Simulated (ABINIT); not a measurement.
Here is an ABINIT 10.8.3 (patched build) calculation.

File run.abi:

```
# Datasets: ground state, then fixed potential
ndtset 2

# Pseudopotentials
pp_dirpath "./"
pseudos "Ta.GGA_PBE-ansatz.xml, N.GGA_PBE-ansatz.xml"

# Structure
acell 5.9097083415 5.9097083415 5.9097083415
rprim
     0.0000000000     0.7071067812     0.7071067812
     0.7071067812     0.0000000000     0.7071067812
     0.7071067812     0.7071067812     0.0000000000
ntypat 2
znucl 73 7
natom 2
typat 1 2
xred
     0.5000000000     0.5000000000     0.5000000000
     0.0000000000     0.0000000000     0.0000000000

# Plane-wave basis
ecut 19.0
pawecutdg 38.0
pawovlp 30

# Exchange and correlation
ixc -497498
usekden 1
pawxcdev 0

# Bands and occupations
occopt 3
tsmear 0.00183747

# SCF cycle
nstep 100

# Output
iomode 3
prtwf 0
prteig 0
prtebands 0
enunit 1
prtden1 1
prtkden1 1

# Dataset 1
kptopt1 1
ngkpt1 10 10 10
nshiftk1 1
shiftk1 0.0 0.0 0.0
nband1 13
tolvrs1 1.0e-7

# Dataset 2: bands along G-X-W-K-G-L-U-W-L-K
iscf2 -2
getden2 1
getkden2 1
nband2 19
nbdbuf2 4
tolwfr2 1.0e-11
kptopt2 -9
ndivsm2 6
prteig2 1
prtvol2 -3
kptbounds2
     0.0000000000     0.0000000000     0.0000000000
     0.5000000000     0.0000000000     0.5000000000
     0.5000000000     0.2500000000     0.7500000000
     0.3750000000     0.3750000000     0.7500000000
     0.0000000000     0.0000000000     0.0000000000
     0.5000000000     0.5000000000     0.5000000000
     0.6250000000     0.2500000000     0.6250000000
     0.5000000000     0.2500000000     0.7500000000
     0.5000000000     0.5000000000     0.5000000000
     0.3750000000     0.3750000000     0.7500000000
```

Potentials or basis: Ansatz PAW PBE default generated set, frozen core.

Run with:

```bash
$ mpirun --bind-to none -np 4 abinit run.abi > log 2>&1
```

Predict the band gap on the k mesh.

none (metal or under the smearing width).

Estimate the pressure.

-6.6 GPa.

Levels at the corners of the path, in eV from the Fermi level:
| point | band 7 | band 8 | band 9 | band 10 | band 11 | band 12 |
| --- | --- | --- | --- | --- | --- | --- |
| Γ | -4.11 | -4.11 | -2.13 | -2.13 | -2.13 | 0.14 |
| X | -5.51 | -4.97 | -4.97 | 2.17 | 3.43 | 3.43 |
| W | -7.14 | -7.14 | -0.23 | -0.23 | 3.44 | 4.04 |
| K | -7.20 | -6.48 | -2.27 | 2.43 | 2.48 | 4.58 |
| Γ | -4.11 | -4.11 | -2.13 | -2.13 | -2.13 | 0.14 |
| L | -7.86 | -7.86 | 1.85 | 1.85 | 1.98 | 3.96 |
| U | -7.20 | -6.48 | -2.27 | 2.43 | 2.48 | 4.58 |
| W | -7.14 | -7.14 | -0.23 | -0.23 | 3.44 | 4.04 |
| L | -7.86 | -7.86 | 1.85 | 1.85 | 1.98 | 3.96 |
| K | -7.20 | -6.48 | -2.27 | 2.43 | 2.48 | 4.58 |

Caveat: the highest band is partly filled, so the run has too few bands; the PAW data sets were made with another functional, which shifts forces and pressure a little; spin-orbit coupling is left out, which moves the levels of the heavy elements; the atomic spheres overlap.
